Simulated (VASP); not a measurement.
# SrCl2 (Imm2) in VASP: a series of runs

One crystal, SrCl2, is run at these levels: PBEsol; tasks: single point.

Program: VASP 6.6.1. These are calculated values, not measurements. Logs are shortened: lines on timing, memory, paths and dates and some standing lists are left out, and cuts for length are marked.

## Step 1: The cell of the first run

It takes space group Imm2 (No. 44, orthorhombic). Conventional cell: a = 4.929 Å, b = 4.929 Å, c = 6.971 Å, α = 90.00°, β = 90.00°, γ = 90.00°. Sr (site symmetry mm2) has 6 Cl at 2.72 to 3.02 Å as nearest neighbours. Cl (site symmetry mm2) has 2 Sr at 2.72 Å and 1 Cl at 2.89 Å as nearest neighbours. Cl (site symmetry mm2) has 1 Cl at 2.89 Å and 4 Sr at 3.02 Å as nearest neighbours.

Measurements of this composition are mostly on another form, of space group No. 225.

## Step 2: Single point, PBEsol (atom 2 (Cl) moved by (-0.600, +0.000) A along y and z)

Input file INCAR:

```
PREC = Accurate ; ENCUT = 520
EDIFF = 1E-7 ; ISMEAR = 0
SIGMA = 0.05 ; LREAL = False
LASPH = True ; NELM = 100
ALGO = Normal ; ISIF = 2
LWAVE = False ; LCHARG = True
GGA = PS ; LELF = True
LVHAR = True ; NBANDS = 19
```

Input file KPOINTS:

```
regular mesh
0
Gamma
  6 6 6
```

Input file POSCAR:

```
SrCl2
1.0
    0.0000000000      3.4855000000      3.4855000000
    3.4855000000      0.0000000000      3.4855000000
    3.4855000000      3.4855000000      0.0000000000
Sr Cl
1 2
Direct
    0.0000000000      0.0000000000      0.0000000000
    0.1639291350      0.3360708650      0.1639291350
    0.7500000000      0.7500000000      0.7500000000
```

Potentials or basis: VASP PAW PBE potentials, release 64 (Sr_sv, Cl).

Command:

```sh
$ cat potpaw_PBE.64/Sr_sv/POTCAR potpaw_PBE.64/Cl/POTCAR > POTCAR
$ mpirun -np 1 vasp_std > vasp.out
```

OUTCAR:

```text
PREC = Accurate
   ENCUT = 520
   EDIFF = 1E-7
   ISMEAR = 0
   LREAL = False
   LASPH = True
   NELM = 100
   ISIF = 2
   GGA = PS

 ion  position               nearest neighbor table
   1  0.000  0.000  0.000-   2 2.72   2 2.72   3 3.02   3 3.02   3 3.02   3 3.02   2 3.40   2 3.40

   2  0.164  0.336  0.164-   1 2.72   1 2.72   1 3.40   1 3.40
   3  0.750  0.750  0.750-   1 3.02   1 3.02   1 3.02   1 3.02

  LATTYP: Found a face centered cubic cell.
 ALAT       =     6.9710000000

  Lattice vectors:

 A1 = (   0.0000000000,   3.4855000000,   3.4855000000)
 A2 = (   3.4855000000,   0.0000000000,   3.4855000000)
 A3 = (   3.4855000000,   3.4855000000,   0.0000000000)

Analysis of symmetry for initial positions (statically):
=====================================================================
 Subroutine PRICEL returns:
 Original cell was already a primitive cell.

 Routine SETGRP: Setting up the symmetry group for a
 face centered cubic supercell.

 Subroutine GETGRP returns: Found  4 space group operations
 (whereof  4 operations were pure point group operations)
 out of a pool of 48 trial point group operations.

The static configuration has the point symmetry C_2v.

Analysis of symmetry for dynamics (positions and initial velocities):
=====================================================================
 Subroutine PRICEL returns:
 Original cell was already a primitive cell.

 Routine SETGRP: Setting up the symmetry group for a
 face centered cubic supercell.

 Subroutine GETGRP returns: Found  4 space group operations
 (whereof  4 operations were pure point group operations)
 out of a pool of 48 trial point group operations.

The dynamic configuration has the point symmetry C_2v.

 Subroutine INISYM returns: Found  4 space group operations
 (whereof  4 operations are pure point group operations),
 and found     1 'primitive' translations

----------------------------------------------------------------------------------------

                                     Primitive cell

  volume of cell :      84.6887

  direct lattice vectors                    reciprocal lattice vectors
     0.000000000  3.485500000  3.485500000    -0.143451442  0.143451442  0.143451442
     3.485500000  0.000000000  3.485500000     0.143451442 -0.143451442  0.143451442
     3.485500000  3.485500000  0.000000000     0.143451442  0.143451442 -0.143451442

  length of vectors
     4.929241372  4.929241372  4.929241372     0.248465185  0.248465185  0.248465185

  position of ions in fractional coordinates (direct lattice)
     0.000000000  0.000000000  0.000000000
     0.163929135  0.336070865  0.163929135
     0.750000000  0.750000000  0.750000000

  ion indices of the primitive-cell ions
   primitive index   ion index
                 1           1
                 2           2
                 3           3

----------------------------------------------------------------------------------------

 KPOINTS: regular mesh

Automatic generation of k-mesh.
 Grid dimensions read from file:
 generate k-points for:    6    6    6

 Generating k-lattice:

  Cartesian coordinates                     Fractional coordinates (reciprocal lattice)
    -0.023908574  0.023908574  0.023908574     0.166666667  0.000000000  0.000000000
     0.023908574 -0.023908574  0.023908574     0.000000000  0.166666667  0.000000000
     0.023908574  0.023908574 -0.023908574     0.000000000  0.000000000  0.166666667

  Length of vectors
     0.041410864  0.041410864  0.041410864

  Shift w.r.t. Gamma in fractional coordinates (k-lattice)
     0.000000000  0.000000000  0.000000000

 Subroutine IBZKPT returns following result:
 ===========================================

 Found     46 irreducible k-points:

 Following reciprocal coordinates:
            Coordinates               Weight
  0.000000  0.000000  0.000000      1.000000
  0.166667  0.000000  0.000000      4.000000
  0.000000  0.166667  0.000000      4.000000
  0.333333  0.000000  0.000000      4.000000
  0.000000  0.333333  0.000000      4.000000
  0.500000  0.000000  0.000000      2.000000
[... 16 lines left out ...]
  0.166667  0.000000 -0.166667      2.000000
 -0.166667 -0.333333 -0.166667      2.000000
 [... further k-points ...]
   k-points           NKPTS =     46   k-points in BZ     NKDIM =     46   number of bands    NBANDS=     19
   number of dos      NEDOS =    301   number of ions     NIONS =      3
   total plane-waves  NPLWV =  64000
   dimension x,y,z NGX =    40 NGY =   40 NGZ =   40
   dimension x,y,z NGXF=    80 NGYF=   80 NGZF=   80
   ions per type =               1   2
   NGX,Y,Z   is equivalent  to a cutoff of  13.49, 13.49, 13.49 a.u.
   NGXF,Y,Z  is equivalent  to a cutoff of  26.98, 26.98, 26.98 a.u.
 SYSTEM =  unknown system
   PREC   = accura    normal or accurate (medium, high low for compatibility)
   ISTART =      0    job   : 0-new  1-cont  2-samecut
   ICHARG =      2    charge: 1-file 2-atom 10-const
   ISPIN  =      1    spin polarized calculation?
   LNONCOLLINEAR =      F non collinear calculations
   LSORBIT =      F    spin-orbit coupling
   LASPH  =      T    aspherical Exc in radial PAW
   ENCUT  =  520.0 eV  38.22 Ry    6.18 a.u.   9.17  9.17  9.17*2*pi/ulx,y,z
   NELM   =    100;   NELMIN=  2; NELMDL= -5     # of ELM steps
   EDIFF  = 0.1E-06   stopping-criterion for ELM
   LREAL  =      F    real-space projection
   EDIFFG = 0.1E-05   stopping-criterion for IOM
   NSW    =      0    number of steps for IOM
   IBRION =     -1    ionic relax: 0-MD 1-quasi-New 2-CG
   NFREE  =      0    steps in history (QN), initial steepest desc. (CG)
   ISIF   =      2    stress and relaxation
   ISYM   =      2    0-nonsym 1-usesym 2-fastsym
   POTIM  = 0.5000    time-step for ionic-motion
   TEBEG  =    0.0;   TEEND  =   0.0 temperature during run
   PSTRESS=    0.0 pullay stress
   NELECT =      24.0000    total number of electrons
   NUPDOWN=      -1.0000    fix difference up-down
   EMIN   =  10.00;   EMAX   =-10.00  energy-range for DOS
   EFERMI =   0.00;   METHOD = LEGACY
   ISMEAR =     0;   SIGMA  =   0.05  broadening in eV -4-tet -1-fermi 0-gaus
   EFERMI_NEDOS =   21; number of points for ismear=-14 and -15
   IALGO  =     38    algorithm
   IMIX   =      4    mixing-type and parameters
     AMIX     =   0.40;   BMIX     =  1.00
     AMIX_MAG =   1.60;   BMIX_MAG =  1.00
  volume/ion in A,a.u.               =      28.23       190.50
  Fermi-wavevector in a.u.,A,eV,Ry     =   1.075318  2.032056 15.732530  1.156308
  Thomas-Fermi vector in A             =   2.211171
   LORBIT       =      0    0 simple, 1 ext, 2 COOP (PROOUT), +10 PAW based schemes
   GGA     = PS    functional components
   LHFCALC =     F    Hartree Fock is set to
   AEXX    =    0.0000 exact exchange contribution
   IVDW    =     0    specifies the selected vdW correction
   LEPSILON=     F    determine dielectric tensor
   LRPA    =     F    only Hartree local field effects (RPA)
 non-spin polarized calculation
 Gauss-broadening in eV      SIGMA  =   0.05
  energy-cutoff  :      520.00
  volume of cell :       84.69
 maximum number of plane-waves:      2301
 NGX is ok and might be reduce to    40
   NGX = 19   NGY = 19   NGZ = 19

 number of electron      24.0000003 magnetization

 Free energy of the ion-electron system (eV)
  ---------------------------------------------------
  ext. energy  EPLUGINS =         0.00000000
  ---------------------------------------------------
  free energy    TOTEN  =       -12.81558950 eV

  energy without entropy =      -12.81558950  energy(sigma->0) =      -12.81558950

 E-fermi :   0.7337     XC(G=0):  -8.4579

 val. band max:        0.4607765098   @ k =   0.5000   0.0000   0.5000
 cond. band min:       5.0615157197   @ k =   0.0000   0.0000   0.0000
 fundamental gap:      4.6007392099
 Fermi energy:         0.7336611234

 k-point     1 :       0.0000    0.0000    0.0000
  band No.  band energies     occupation
      1     -32.6000      2.00000
      2     -14.7024      2.00000
      3     -14.6982      2.00000
      4     -14.6422      2.00000
      5     -13.3002      2.00000
      6     -12.2210      2.00000
[... 11 lines left out ...]
     18       9.2096      0.00000
     19       9.6732      0.00000

 k-point     2 :       0.1667    0.0000    0.0000
  band No.  band energies     occupation
      1     -32.5992      2.00000
      2     -14.7502      2.00000
      3     -14.7062      2.00000
      4     -14.6630      2.00000
      5     -13.2025      2.00000
      6     -12.2494      2.00000
[... 11 lines left out ...]
     18       9.0459      0.00000
     19       9.7131      0.00000

 k-point     3 :       0.0000    0.1667    0.0000
  band No.  band energies     occupation
      1     -32.5989      2.00000
      2     -14.9020      2.00000
      3     -14.6762      2.00000
      4     -14.6452      2.00000
      5     -13.0431      2.00000
      6     -12.2726      2.00000
[... 11 lines left out ...]
     18       8.8880      0.00000
     19       9.9734      0.00000

 k-point     4 :       0.3333    0.0000    0.0000
  band No.  band energies     occupation
      1     -32.5977      2.00000
      2     -14.8519      2.00000
      3     -14.7137      2.00000
      4     -14.6791      2.00000
      5     -13.0754      2.00000
      6     -12.2586      2.00000
[... 11 lines left out ...]
     18       9.1704      0.00000
     19       9.7701      0.00000

 k-point     5 :       0.0000    0.3333    0.0000
  band No.  band energies     occupation
      1     -32.5967      2.00000
      2     -15.1473      2.00000
      3     -14.6907      2.00000
      4     -14.6510      2.00000
      5     -12.6634      2.00000
      6     -12.3218      2.00000
[... 11 lines left out ...]
     18       8.6135      0.00000
     19       9.4262      0.00000

 k-point     6 :       0.5000    0.0000    0.0000
  band No.  band energies     occupation
      1     -32.5969      2.00000
      2     -14.8948      2.00000
      3     -14.7174      2.00000
      4     -14.6856      2.00000
      5     -13.0470      2.00000
      6     -12.2341      2.00000
[... 11 lines left out ...]
     18       9.1696      0.00000
     19       9.7691      0.00000

 k-point     7 :       0.0000    0.5000    0.0000
  band No.  band energies     occupation
      1     -32.5956      2.00000
      2     -15.2436      2.00000
      3     -14.6991      2.00000
      4     -14.6539      2.00000
      5     -12.5877      2.00000
      6     -12.2492      2.00000
[... 11 lines left out ...]
     18       8.2211      0.00000
     19       9.6463      0.00000

 k-point     8 :       0.1667    0.1667    0.0000
  band No.  band energies     occupation
      1     -32.5987      2.00000
      2     -14.9021      2.00000
      3     -14.6723      2.00000
      4     -14.6664      2.00000
      5     -13.0262      2.00000
      6     -12.2707      2.00000
[... 256 lines left out ...]
 k-point    20 :       0.1667    0.0000   -0.3333
  band No.  band energies     occupation
      1     -32.5969      2.00000
      2     -14.8523      2.00000
      3     -14.7443      2.00000
      4     -14.7175      2.00000
      5     -12.9895      2.00000
      6     -12.2753      2.00000
[... 11 lines left out ...]
     18       9.2460      0.00000
     19       9.9030      0.00000

 k-point    21 :      -0.3333    0.5000   -0.3333
  band No.  band energies     occupation
      1     -32.5956      2.00000
      2     -15.2246      2.00000
      3     -14.7299      2.00000
      4     -14.6540      2.00000
      5     -12.5699      2.00000
      6     -12.2474      2.00000
[... 11 lines left out ...]
     18       8.9106      0.00000
     19       9.5291      0.00000

 k-point    22 :      -0.1667    0.1667    0.0000
  band No.  band energies     occupation
      1     -32.5978      2.00000
      2     -14.9277      2.00000
      3     -14.7277      2.00000
      4     -14.6565      2.00000
      5     -12.9231      2.00000
      6     -12.3094      2.00000
[... 11 lines left out ...]
     18       9.0452      0.00000
     19       9.8468      0.00000

 k-point    23 :       0.1667    0.0000   -0.1667
  band No.  band energies     occupation
      1     -32.5982      2.00000
      2     -14.7644      2.00000
      3     -14.7345      2.00000
      4     -14.7093      2.00000
      5     -13.0979      2.00000
      6     -12.2694      2.00000
[... 11 lines left out ...]
     18       9.2366      0.00000
     19      10.0374      0.00000

 k-point    24 :      -0.1667   -0.3333   -0.1667
  band No.  band energies     occupation
      1     -32.5973      2.00000
      2     -15.1268      2.00000
      3     -14.6777      2.00000
      4     -14.6470      2.00000
      5     -12.7264      2.00000
      6     -12.2914      2.00000
[... 11 lines left out ...]
     18       9.0436      0.00000
     19       9.6089      0.00000

 [... further k-points ...]
[... 5 lines left out ...]
  --------------------------------------------------------------------------------------
  -------------------------------------------------------------------------------------
  Total        0.6522803      2.1961723      0.6522803     -0.0000000      0.0000000      1.7583212
  in kB       12.3401251     41.5481548     12.3401251     -0.0000000      0.0000000     33.2646944
  external PRESSURE =      22.0761350 kB  Pullay stress =       0.0000000 kB

 VOLUME and BASIS-vectors are now :
 -----------------------------------------------------------------------------
  energy-cutoff  :      520.00
  volume of cell :       84.69
      direct lattice vectors                 reciprocal lattice vectors
     0.000000000  3.485500000  3.485500000    -0.143451442  0.143451442  0.143451442
     3.485500000  0.000000000  3.485500000     0.143451442 -0.143451442  0.143451442
     3.485500000  3.485500000  0.000000000     0.143451442  0.143451442 -0.143451442

 POSITION                                       TOTAL-FORCE (eV/Angst)
 -----------------------------------------------------------------------------------
      0.00000      0.00000      0.00000         0.000000     -0.736783      0.000000
      1.74275      1.14275      1.74275         0.000000      1.945226      0.000000
      5.22825      5.22825      5.22825         0.000000     -1.208443      0.000000
 -----------------------------------------------------------------------------------
    total drift:                                0.000000     -0.000114      0.000000

  FREE ENERGIE OF THE ION-ELECTRON SYSTEM (eV)
  ---------------------------------------------------
  free  energy   TOTEN  =       -12.8155895040 eV

  energy  without entropy=      -12.8155895040  energy(sigma->0) =      -12.81558950
```

Wall time 92 s (1 thread of Intel Xeon Platinum 8488C (Sapphire Rapids), shared host); peak memory 0.26 GiB.

Results:

* Free energy: -12.8156 eV
* Pressure: 2.2 GPa
* Largest force: 1.945 eV/Å
* Band gap on the k mesh: 4.60 eV, indirect (least direct gap 4.88 eV)

Forces in eV/Å, atoms in the order of the input:
```
Sr   0.000 -0.737  0.000
Cl   0.000  1.945  0.000
Cl   0.000 -1.208  0.000
```

Stress tensor (GPa, compression positive):
```
1.23 0.00 3.33
0.00 4.15 0.00
3.33 0.00 1.23
```

Levels at points of the mesh, in eV from the valence-band top:
```tsv
k point	band 10	band 11	band 12	band 13	band 14	band 15
(0.00, 0.00, 0.00)	-0.96	-0.82	-0.28	4.60	5.51	6.06
(0.50, 0.00, 0.00)	-1.51	-1.49	-0.50	5.95	6.54	6.69
(0.00, 0.50, 0.00)	-1.47	-1.25	-0.85	5.75	6.53	6.55
(0.50, 0.50, 0.00)	-1.27	-0.36	-0.25	5.38	6.54	6.87
(0.50, 0.00, 0.50)	-1.04	-0.50	0.00	5.02	6.41	6.86
```

Caveat: the PAW data sets were made with another functional, which shifts forces and pressure a little.

## Step 3: Single point, PBEsol (atom 2 (Cl) moved by (-0.600, -0.300) A along y and z)

Input file INCAR:

```
PREC = Accurate ; ENCUT = 520
EDIFF = 1E-6 ; ISMEAR = 0
SIGMA = 0.05 ; LREAL = F
LASPH = T ; NELM = 100
ALGO = Fast ; ISIF = 2
LWAVE = F ; LCHARG = F
GGA = PS ; NBANDS = 19
```

KPOINTS is that of step 2.

Edit POSCAR of step 2 so:

```diff
@@ -9,3 +9,3 @@
     0.0000000000      0.0000000000      0.0000000000
-    0.1639291350      0.3360708650      0.1639291350
+    0.1208937025      0.2930354325      0.2069645675
     0.7500000000      0.7500000000      0.7500000000
```

Potentials or basis: VASP PAW PBE potentials, release 64 (Sr_sv, Cl).

Command:

```sh
$ cat potpaw_PBE.64/Sr_sv/POTCAR potpaw_PBE.64/Cl/POTCAR > POTCAR
$ mpirun -np 1 vasp_std > vasp.out
```

Run time: 4.8 min. Hardware: 1 thread of Intel Xeon Platinum 8488C (Sapphire Rapids), shared host; peak memory 0.35 GiB.

The run converged. Its results:

```yaml
Free_energy: -12.6364 eV
Pressure: 3.2 GPa
Largest_force: 2.740 eV/Å
Band_gap_on_the_k_mesh: 4.59 eV, indirect (least direct gap 4.85 eV)
```

Forces in eV/Å, atoms in the order of the input:
```
Sr  -1.151 -0.986 -0.898
Cl   1.230  2.126  1.216
Cl  -0.079 -1.140 -0.319
```

Stress tensor (GPa, compression positive):
```
2.66 2.46 4.09
2.46 4.56 1.14
4.09 1.14 2.47
```

Levels at points of the mesh, in eV from the valence-band top:
```
           k point  band 10  band 11  band 12  band 13  band 14  band 15
(0.00, 0.00, 0.00)    -0.95    -0.75    -0.26     4.59     5.64     6.12
(0.50, 0.00, 0.00)    -1.43    -1.20    -0.45     6.02     6.66     6.69
(0.00, 0.50, 0.00)    -1.52    -0.93    -0.81     5.75     6.55     6.88
(0.00, 0.00, 0.50)    -1.64    -1.29    -0.46     5.80     6.55     6.65
(0.50, 0.50, 0.50)    -1.56    -1.22    -0.80     5.73     6.11     6.70
(0.50, 0.50, 0.00)    -1.24    -0.28    -0.25     5.40     6.50     6.77
(0.00, 0.50, 0.50)    -1.25    -0.34    -0.20     5.49     6.58     6.70
(0.50, 0.00, 0.50)    -1.03    -0.48     0.00     5.14     6.42     6.78
```

Caveat: the PAW data sets were made with another functional, which shifts forces and pressure a little.
